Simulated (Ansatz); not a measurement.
# W2NOS MXene monolayer in a perpendicular field, part 2 of 3

Aim: how the W2NOS MXene monolayer screens a field along its normal, and what the field does to its bands. A positive field points along +c.

Ansatz 0.2.0; plane-wave DFT, PBE-D3(BJ), Ansatz PAW (set soft_1); PAW set soft_1 (the session's first sound run).

So far. Step 2 (Relaxation): The lattice constant a goes from 3.054 to 2.924 Å.

## (3) Single point, field 0

A sawtooth potential applies the field, turning back in the middle of the vacuum. With the dipole correction the typed value is the field outside the slab. The induced dipole is small, so the SCF threshold is tight.

The cell differs from the one that the last finished run ended in (c 41.767 → 23.752 Å).

input.yaml reads:

```yaml
crystal:
  lattice:
    - [2.9242063355, 0.0, 0.0]
    - [-1.4621031677, 2.5324369724, 0.0]
    - [0.0, 0.0, 23.7517166643]
  atoms:
    - { symbol: S, position: [0.3333333333, 0.6666666667, 0.3789199799] }
    - { symbol: W, position: [0.6666666667, 0.3333333333, 0.4493670637] }
    - { symbol: "N", position: [0.0, 0.0, 0.514413145] }
    - { symbol: W, position: [0.3333333333, 0.6666666667, 0.5707308791] }
    - { symbol: O, position: [0.6666666667, 0.3333333333, 0.6210800201] }
kpoints:
  mp_grid: { grid: [18, 18, 1] }
  band_path:
    path: [[0, 0, 0], [0.5, 0, 0], [0.33333333, 0.33333333, 0], [0, 0, 0]]
    npoints: 16
hamiltonian:
  xc: pbe
  dispersion: d3bj
  pseudopotentials: { kind: paw, azcp: { folder: soft_1 } }
scf:
  occupations: { method: fermi_dirac, width: 0.02585 }
  convergence: { dr2_threshold: 1.0e-10 }
efield:
  axis: 3
  dipole_correction: true
  ramp_position: 0.97
  ramp_width: 0.06
  amplitude: 0
output:
  dos: { projected: true, e_range: [-6, 5] }
  bader: true
  write_potential: true
  write_density: true
  volumetric_format: npy
  elf: true
```

The run is started by

```sh
> ansatz run input.yaml --threads 4 --pin off --max-ram 6144MiB --backend cpu --events-out ev --progress --plain --runs-dir out
```

Numbers of over 12 decimals in the logs are rounded to 6 here.

What it wrote:

```text
[...]
Crystal: 5 atoms, lattice volume = 175.890 Å³
Basis set: ecut = 420 eV, 3367 PW (Γ)
Bands: 28, of which v1, the nominal top of the filled ones, is band 23 counted from 1 (22 counted from 0)
Symmetry: 6 space group operations
[...]
k-points: 37 of 324 (time reversal used)
[...]
SCF iter   1: F=—  HF=-22630.183193 eV  |F-HF|=—  |Δ(HF+E_count)|=         —  Δρ=7.95e-2  dr2=1.33e1  ethr=3.10e-3  p=0.000 e·Å  D=8.41e-8 V/Å  ΔV_dip=-0.00 eV  dr2_dipole=1.74e-2  V_vac-E_F(+/−)=6.33/6.33 eV  ⟨swp⟩=11.7  Hψ=6392  notcnv=0
efield: sawtooth ramp at fractional position 0.9700 (set: `efield.ramp_position`, or a place that a band, a saddle search or an elastic batch's reference lends), width 0.0600; the density the first Hamiltonian is built on has a dipole p = 0.000 e·Å; the dipole correction subtracts the counter field D = 8.41e-8 V/Å, which shifts the + side's vacuum level by -0.00 eV against the − side's; the planar-averaged density in the ramp window peaks in size at 4.8e-7 e/Å³
[...]
SCF iter   2: F=—  HF=-22627.524981 eV  |F-HF|=—  |Δ(HF+E_count)|=    2.66e0  Δρ=4.15e-2  dr2=2.43e0  ethr=3.10e-3  p=-0.050 e·Å  D=-5.12e-2 V/Å  ΔV_dip=1.22 eV  dr2_dipole=3.11e-4  V_vac-E_F(+/−)=4.97/3.75 eV  ⟨swp⟩=4.1  Hψ=3088  notcnv=0  defer=24
[...]
SCF iter  12: F=-22626.991685 eV  HF=-22626.991685 eV  |F-HF|=3.64e-11  |Δ(HF+E_count)|=  4.00e-11  Δρ=7.04e-8  dr2=1.47e-11  ethr=1.00e-12  p=-0.050 e·Å  D=-5.13e-2 V/Å  ΔV_dip=1.22 eV  dr2_dipole=2.96e-12  V_vac-E_F(+/−)=6.07/4.85 eV  ⟨swp⟩=3.0  Hψ=2279  notcnv=0
SCF 1 converged in 12 iterations: F = -22626.991685 eV  dr2 = 1.47e-11
[...]
NSCF: frozen V_eff on 49 k-points
efield: sawtooth ramp at fractional position 0.9700 (kept from the solve that this one continues, or follows in the run), width 0.0600; the density the first Hamiltonian is built on has a dipole p = -0.050 e·Å; the dipole correction subtracts the counter field D = -5.13e-2 V/Å, which shifts the + side's vacuum level by +1.22 eV against the − side's; the planar-averaged density in the ramp window peaks in size at 5.8e-7 e/Å³
[...]
SCF converged after 12 iterations
Free energy (F): -22626.991685 eV
[...]
Internal energy: -22626.984055 eV  (E = F + TS)
E sigma→0 (E₀):  -22626.987870 eV
Entropy (-TS):   -0.007630 eV (-1.526 meV/atom)
Fermi energy:    2.182540 eV
Dipole field:    D = -0.051328 V/Å  (p = -0.049892 e·Å, saw-weighted, corrected)
Work function:   Φ+ = 6.0708 eV   Φ− = 4.8517 eV
Levels:          The Fermi level and band energies are counted from a zero that moves with the ramp; work functions are not
[...]
--- Band table (eV; the first three rows and the last of 37) ---
  k-point 0: bands = [... 19 lower, 0.4303, 0.4303, 1.5650, 1.5650, 2.3026, 2.3026, 2.3951, 4.9053, ... 1 higher]
  k-point 1: bands = [... 19 lower, 0.2494, 0.3177, 1.5960, 1.7225, 2.2165, 2.3163, 2.4507, 4.7721, ... 1 higher]
  k-point 2: bands = [... 19 lower, 0.1586, 0.1906, 1.4735, 1.9123, 2.0623, 2.5073, 2.6402, 4.5716, ... 1 higher]
  k-point 36: bands = [... 19 lower, -2.1037, 1.7326, 2.1497, 3.0021, 3.0097, 3.1685, 4.1313, 5.2132, ... 1 higher]
--- Bader charges: 5 sites ---
  site symbol  charge [e]  shift [e]
     0      S     -0.6260     0.0063
     1      W      1.3241     0.0096
     2      N     -1.5999     0.0051
     3      W      1.9787     0.0009
     4      O     -1.0769     0.0008
  estimated error of the sums over rays = 6.0e-4 e
```

The job ended after 18 s (4 threads of Arm Neoverse V2, shared host; peak memory 0.55 GiB).

This step gave:

| Quantity | Value |
| --- | --- |
| energy at zero smearing | -22626.9879 eV |
| work function, upper face | 6.071 eV |
| work function, lower face | 4.852 eV |
| dipole along the normal | -0.04989 e·Å |
| step between the vacuum levels | 1.219 eV |

Running mean over a fixed 2.5 Å (it still follows the layers) of the planar mean; the ramp of the sawtooth is left out. Electron's electrostatic potential energy less the Fermi level against z:

| z (Å) | electron's electrostatic potential energy less the Fermi level (eV) |
| --- | --- |
| 3.0 | 4.85 |
| 3.5 | 4.85 |
| 4.0 | 4.85 |
| 4.5 | 4.85 |
| 5.0 | 4.85 |
| 5.5 | 4.84 |
| 6.0 | 4.82 |
| 6.5 | 4.69 |
| 7.0 | 4.10 |
| 7.5 | 1.86 |
| 8.0 | -1.33 |
| 8.5 | -4.05 |
| 9.0 | -7.07 |
| 9.5 | -11.0 |
| 10.0 | -13.0 |
| 10.5 | -12.3 |
| 11.0 | -12.1 |
| 11.5 | -11.9 |
| 12.0 | -11.1 |
| 12.5 | -11.7 |
| 13.0 | -13.1 |
| 13.5 | -13.5 |
| 14.0 | -12.4 |
| 14.5 | -8.89 |
| 15.0 | -3.98 |
| 15.5 | 0.355 |
| 16.0 | 3.55 |
| 16.5 | 5.54 |
| 17.0 | 6.00 |
| 17.5 | 6.06 |
| 18.0 | 6.07 |
| 18.5 | 6.07 |
| 19.0 | 6.07 |
| 19.5 | 6.07 |
| 20.0 | 6.07 |
| 20.5 | 6.07 |

The density of states has structure finer than the step of the table below, so its rows give means over 0.25 eV, whole bins alone (the curve runs from -6 to 1.99 eV). Peaks (eV: height): -5.920: 9.47, -5.830: 8.91, -5.310: 8.50, -4.920: 5.96, -4.260: 5.85, -4.100: 8.70, -0.930: 5.76.

Table of density of states by energy, zero at the Fermi level; means over each step:

energy (eV), density of states (states/eV a cell) and a bar from the least value:
```
    -5.75       2.62 #################
    -5.50       3.46 #########################
    -5.25       4.01 ##############################
    -5.00       4.02 ##############################
    -4.75       3.31 #######################
    -4.50       3.34 ########################
    -4.25       3.42 ########################
    -4.00       3.59 ##########################
    -3.75       1.53 ######
    -3.50       1.13 ##
    -3.25       1.78 #########
    -3.00       1.30 ####
    -2.75       0.88 
    -2.50       0.87 
    -2.25       2.75 ##################
    -2.00       3.00 ####################
    -1.75       1.74 ########
    -1.50       1.94 ##########
    -1.25       1.62 #######
    -1.00       2.94 ####################
    -0.75       2.19 #############
    -0.50       2.43 ###############
    -0.25       1.63 #######
     0.00       2.68 #################
     0.25       2.27 #############
     0.50       2.47 ###############
     0.75       2.29 #############
     1.00       2.21 #############
     1.25       2.03 ###########
     1.50       2.07 ###########
     1.75       2.08 ############
```

Projected DOS per atom over height of the atomic layer and energy from the Fermi level. Layers: S W N W O from below.

Values in states/eV, 22 rows by 5 columns, each cell a mean:
```
0.15 0.75 0.08 0.96 0.08
0.13 0.69 0.12 0.96 0.09
0.13 0.69 0.17 0.94 0.12
0.15 0.77 0.25 1.01 0.17
0.12 0.78 0.27 1.03 0.19
0.13 0.94 0.23 0.89 0.19
0.17 0.73 0.27 0.99 0.20
0.22 0.69 0.18 0.89 0.21
0.18 0.63 0.20 0.90 0.27
0.19 0.49 0.18 0.62 0.22
0.54 0.91 0.24 0.26 0.23
1.07 0.94 0.26 0.19 0.18
0.44 0.39 0.05 0.05 0.04
0.52 0.44 0.04 0.04 0.05
0.92 0.53 0.07 0.03 0.07
0.65 0.26 0.15 0.03 0.17
0.92 0.50 0.67 0.13 0.94
0.60 0.55 0.72 0.22 1.19
0.80 0.71 0.52 0.25 1.27
0.66 0.62 0.34 0.39 1.29
0.48 0.49 0.39 0.71 1.82
0.73 0.75 1.01 0.78 0.99
```
Columns: height of the atomic layer (Å) from 9 to 14.8 (not evenly spaced); rows upwards: energy from the Fermi level (eV) from -5.96 to 1.96.

The electronic bands at the labelled points (eV, zero at the Fermi level):

| point | band 19 | band 20 | band 21 | band 22 | band 23 | band 24 | band 25 | band 26 |
| --- | --- | --- | --- | --- | --- | --- | --- | --- |
| Γ | -2.32 | -1.75 | -1.75 | -0.62 | -0.62 | 0.12 | 0.12 | 0.21 |
| halfway | -3.80 | -2.40 | -2.19 | -0.98 | -0.21 | 0.32 | 1.12 | 1.44 |
| M | -3.97 | -3.14 | -2.37 | -1.69 | 2.21 | 2.45 | 2.91 | 3.01 |
| halfway | -4.64 | -3.71 | -1.74 | -0.79 | 1.20 | 1.67 | 2.09 | 2.42 |
| K | -5.08 | -4.29 | -0.45 | -0.03 | 0.82 | 0.83 | 0.99 | 1.95 |
| halfway | -4.26 | -3.02 | -1.47 | -1.07 | -0.22 | 0.09 | 1.57 | 2.06 |
| Γ | -2.32 | -1.75 | -1.75 | -0.62 | -0.62 | 0.12 | 0.12 | 0.21 |

Electrostatic potential energy in the ca plane at fractional y = 0.333, with atoms of W and O within 0.2 Å of it. With pseudopotentials it is smooth inside the atoms' cores, unlike the true potential.

Values in eV, 5 rows by 16 columns, each cell a mean:
```
  7   7   7   7   6   3 -13 -36  -7   0  -5 -16   6   8   8   8
  7   7   7   7   7   4 -21 -42 -13   2  -6 -39   2   8   8   8
  7   7   7   7   6   3 -13 -36  -7   0  -5 -16   6   8   8   8
  7   7   7   7   5  -5  -3  -6   0  -7 -18   2   7   8   8   8
  7   7   7   7   5  -5  -3  -6   0  -7 -18   2   7   8   8   8
```
Columns run along c (16.0 Å, from fractional 0.15 to 0.82 of the cell; values clipped at the 3rd and 97th percentile), rows up along a (2.9 Å). Atoms in or near the plane, at fractional coordinates: W at (0.45, 0.67), O at (0.62, 0.67).

ELF in the ca plane at fractional y = 0.333, with atoms of W and O within 0.2 Å of it. It is the smooth field of the valence electrons, not physical close to the nuclei.

Values, 5 rows by 16 columns, each cell a mean:
```
0.00 0.00 0.00 0.00 0.00 0.03 0.23 0.43 0.47 0.46 0.22 0.20 0.52 0.75 0.24 0.01
0.00 0.00 0.00 0.00 0.00 0.01 0.04 0.17 0.47 0.50 0.11 0.19 0.57 0.72 0.38 0.01
0.00 0.00 0.00 0.00 0.00 0.03 0.23 0.43 0.47 0.46 0.22 0.20 0.52 0.75 0.24 0.01
0.00 0.00 0.00 0.00 0.01 0.17 0.68 0.74 0.35 0.26 0.57 0.27 0.26 0.20 0.03 0.00
0.00 0.00 0.00 0.00 0.01 0.17 0.68 0.74 0.35 0.26 0.57 0.27 0.26 0.20 0.03 0.00
```
Columns run along c (16.0 Å, from fractional 0.08 to 0.75 of the cell), rows up along a (2.9 Å). Atoms in or near the plane, at fractional coordinates: W at (0.45, 0.67), O at (0.62, 0.67).

Valence density in the ca plane at fractional y = 0.333, with atoms of W and O within 0.2 Å of it. It is the smooth field of the valence electrons, not physical close to the nuclei.

Ten steps, logarithmic in the rise over the least value, from '0' (0.0 e/Å³) to '9' (7.5 e/Å³), each cell a mean:
```
00000123344577643333344565310000000000000000
00000012234799863222335898420000000000000000
00000011235899863222336998520000000000000000
00000012334789853222335787410000000000000000
00000123444567643333444554210000000000000000
00000134444444334444554332100000000000000000
00000134544333334544564321000000000000000000
00000134444444434444554332100000000000000000
```
Columns run along c (16.0 Å, from fractional 0.26 to 0.93 of the cell), rows up along a (2.9 Å). Atoms in or near the plane, at fractional coordinates: W at (0.45, 0.67), O at (0.62, 0.67).

The work function of the upper face is 6.07 eV.

## (4) Single point, field 0.05 V/Å

input.yaml: that of step 3 with these lines changed.

```diff
@@ -28,6 +28,4 @@
   ramp_width: 0.06
-  amplitude: 0
+  amplitude: 0.05
 output:
-  dos: { projected: true, e_range: [-6, 5] }
-  bader: true
   write_potential: true
@@ -35,2 +33 @@
   volumetric_format: npy
-  elf: true
```

What it wrote:

```text
[...]
Crystal: 5 atoms, lattice volume = 175.890 Å³
Basis set: ecut = 420 eV, 3367 PW (Γ)
Bands: 28, of which v1, the nominal top of the filled ones, is band 23 counted from 1 (22 counted from 0)
Symmetry: 6 space group operations
[...]
k-points: 37 of 324 (time reversal used)
[...]
k-point 0: bands = [... 19 lower, 0.4210, 0.4210, 1.5554, 1.5554, 2.2926, 2.2926, 2.3880, 4.8945, ... 1 higher]
  k-point 1: bands = [... 19 lower, 0.2396, 0.3080, 1.5867, 1.7131, 2.2066, 2.3063, 2.4435, 4.7611, ... 1 higher]
  k-point 2: bands = [... 19 lower, 0.1483, 0.1791, 1.4642, 1.9029, 2.0530, 2.4976, 2.6325, 4.5604, ... 1 higher]
  k-point 36: bands = [... 19 lower, -2.1184, 1.7228, 2.1391, 2.9939, 2.9991, 3.1600, 4.1208, 5.2023, ... 1 higher]
[key lines of the parts left out:]
SCF converged after 12 iterations
Free energy (F): -22626.989566 eV
Fermi energy:    2.173248 eV
Dipole field:    D = -0.035895 V/Å  (p = -0.034891 e·Å, saw-weighted, corrected)
```

Run time: 9.6 s. Hardware: 4 threads; peak memory 0.51 GiB; 37 s of CPU time.

The dipole is -0.0349 e·Å, 0.0150 e·Å from its value without field.

## (5) Atoms held, field -0.05 V/Å

input.yaml: that of step 4 with these lines changed.

```diff
@@ -28,3 +28,3 @@
   ramp_width: 0.06
-  amplitude: 0.05
+  amplitude: -0.05
 output:
```

What it wrote:

```text
[...]
Crystal: 5 atoms, lattice volume = 175.890 Å³
Basis set: ecut = 420 eV, 3367 PW (Γ)
Bands: 28, of which v1, the nominal top of the filled ones, is band 23 counted from 1 (22 counted from 0)
Symmetry: 6 space group operations
[...]
k-points: 37 of 324 (time reversal used)
[...]
k-point 0: bands = [... 19 lower, 0.4394, 0.4394, 1.5744, 1.5744, 2.3125, 2.3125, 2.4021, 4.9159, ... 1 higher]
  k-point 1: bands = [... 19 lower, 0.2590, 0.3272, 1.6052, 1.7317, 2.2262, 2.3262, 2.4579, 4.7830, ... 1 higher]
  k-point 2: bands = [... 19 lower, 0.1687, 0.2019, 1.4826, 1.9215, 2.0714, 2.5168, 2.6478, 4.5826, ... 1 higher]
  k-point 36: bands = [... 19 lower, -2.0893, 1.7423, 2.1602, 3.0102, 3.0202, 3.1770, 4.1416, 5.2241, ... 1 higher]
[key lines of the parts left out:]
SCF converged after 12 iterations
Free energy (F): -22626.994555 eV
Fermi energy:    2.191677 eV
Dipole field:    D = -0.066755 V/Å  (p = -0.064888 e·Å, saw-weighted, corrected)
```

It took 9.7 s on 4 threads; peak memory 0.52 GiB.

The dipole is -0.0649 e·Å, -0.0150 e·Å from its value without field.

## (6) Atoms held, field 0.1 V/Å

input.yaml: that of step 5 with these lines changed.

```diff
@@ -26,5 +26,5 @@
   dipole_correction: true
-  ramp_position: 0.97
-  ramp_width: 0.06
-  amplitude: -0.05
+  ramp_position: 0.931
+  ramp_width: 0.1217
+  amplitude: 0.1
 output:
```

What it wrote:

```text
[...]
Crystal: 5 atoms, lattice volume = 175.890 Å³
Basis set: ecut = 420 eV, 3367 PW (Γ)
Bands: 28, of which v1, the nominal top of the filled ones, is band 23 counted from 1 (22 counted from 0)
Symmetry: 6 space group operations
[...]
k-points: 37 of 324 (time reversal used)
[...]
k-point 0: bands = [... 19 lower, 0.4348, 0.4348, 1.5690, 1.5690, 2.3058, 2.3058, 2.4040, 4.9068, ... 1 higher]
  k-point 1: bands = [... 19 lower, 0.2530, 0.3215, 1.6005, 1.7269, 2.2199, 2.3195, 2.4594, 4.7731, ... 1 higher]
  k-point 2: bands = [... 19 lower, 0.1612, 0.1908, 1.4781, 1.9167, 2.0669, 2.5111, 2.6479, 4.5721, ... 1 higher]
  k-point 36: bands = [... 19 lower, -2.1098, 1.7361, 2.1517, 3.0088, 3.0117, 3.1745, 4.1335, 5.2145, ... 1 higher]
[key lines of the parts left out:]
SCF converged after 12 iterations
Free energy (F): -22626.988196 eV
Fermi energy:    2.187113 eV
Dipole field:    D = -0.020454 V/Å  (p = -0.019882 e·Å, saw-weighted, corrected)
```

The job ended after 9.5 s (4 threads; peak memory 0.52 GiB).

The dipole is -0.0199 e·Å, 0.0300 e·Å from its value without field.

## (7) Single point, field 0.2 V/Å

input.yaml: that of step 6 with these lines changed.

```diff
@@ -28,3 +28,3 @@
   ramp_width: 0.1217
-  amplitude: 0.1
+  amplitude: 0.2
 output:
```

What it wrote:

```text
[...]
Crystal: 5 atoms, lattice volume = 175.890 Å³
Basis set: ecut = 420 eV, 3367 PW (Γ)
Bands: 28, of which v1, the nominal top of the filled ones, is band 23 counted from 1 (22 counted from 0)
Symmetry: 6 space group operations
[...]
k-points: 37 of 324 (time reversal used)
[...]
k-point 0: bands = [... 19 lower, 0.4288, 0.4288, 1.5625, 1.5625, 2.2983, 2.2983, 2.4022, 4.8979, ... 1 higher]
  k-point 1: bands = [... 19 lower, 0.2462, 0.3148, 1.5944, 1.7208, 2.2127, 2.3121, 2.4574, 4.7632, ... 1 higher]
  k-point 2: bands = [... 19 lower, 0.1532, 0.1805, 1.4721, 1.9105, 2.0610, 2.5044, 2.6451, 4.5616, ... 1 higher]
  k-point 36: bands = [... 19 lower, -2.1263, 1.7290, 2.1432, 3.0032, 3.0048, 3.1700, 4.1251, 5.2051, ... 1 higher]
[key lines of the parts left out:]
SCF converged after 12 iterations
Free energy (F): -22626.987709 eV
Fermi energy:    2.181100 eV
Dipole field:    D = 0.010449 V/Å  (p = 0.010156 e·Å, saw-weighted, corrected)
```

The job ended after 9.6 s (4 threads; peak memory 0.52 GiB; 37 s of CPU time).

The dipole is 0.0102 e·Å, 0.0600 e·Å from its value without field.

## (8) Atoms held, field 0.3 V/Å

input.yaml: that of step 7 with these lines changed.

```diff
@@ -26,6 +26,8 @@
   dipole_correction: true
-  ramp_position: 0.931
-  ramp_width: 0.1217
-  amplitude: 0.2
+  ramp_position: 0.9279
+  ramp_width: 0.1277
+  amplitude: 0.3
 output:
+  dos: { projected: true, e_range: [-6, 5] }
+  bader: true
   write_potential: true
@@ -33 +35,2 @@
   volumetric_format: npy
+  elf: true
```

What it wrote:

```text
[...]
Crystal: 5 atoms, lattice volume = 175.890 Å³
Basis set: ecut = 420 eV, 3367 PW (Γ)
Bands: 28, of which v1, the nominal top of the filled ones, is band 23 counted from 1 (22 counted from 0)
Symmetry: 6 space group operations
[...]
k-points: 37 of 324 (time reversal used)
[...]
k-point 36: bands = [... 19 lower, -2.1429, 1.7219, 2.1346, 2.9947, 3.0009, 3.1654, 4.1167, 5.1958, ... 1 higher]
--- Bader charges: 5 sites ---
  site symbol  charge [e]  shift [e]
     0      S     -0.6378     0.0063
     1      W      1.3235     0.0096
     2      N     -1.6003     0.0051
     3      W      1.9824     0.0009
     4      O     -1.0678     0.0008
  estimated error of the sums over rays = 5.5e-4 e
[key lines of the parts left out:]
SCF converged after 11 iterations
Free energy (F): -22626.990228 eV
Fermi energy:    2.175027 eV
Dipole field:    D = 0.041389 V/Å  (p = 0.040231 e·Å, saw-weighted, corrected)
```

Run time: 17 s. Hardware: 4 threads; peak memory 0.53 GiB; 68 s of CPU time.

The dipole is 0.0402 e·Å, 0.0901 e·Å from its value without field.

(Continued in part 3 of 3.)

[Logs are printed without paths, hosts, clocks, repeated set-up lines and the standing remarks that a program may print on its own settings, such as how far it seeks lower states.]

[Hosts, paths, dates, database ids (printed as entryN), source tags and the programs' standing remarks are cut or masked in the printed files.]

[Maps of the electrostatic potential energy from Ansatz leave out the sawtooth potential of an applied field or a dipole correction, so their vacuum need not be flat; planar profiles and work functions include it.]

[The density of states shown here was stored with 400 of the rows of the run's finer table, so its peaks can read low, often by over a quarter, or be missed, and its means over a window can be off by a tenth or more.]
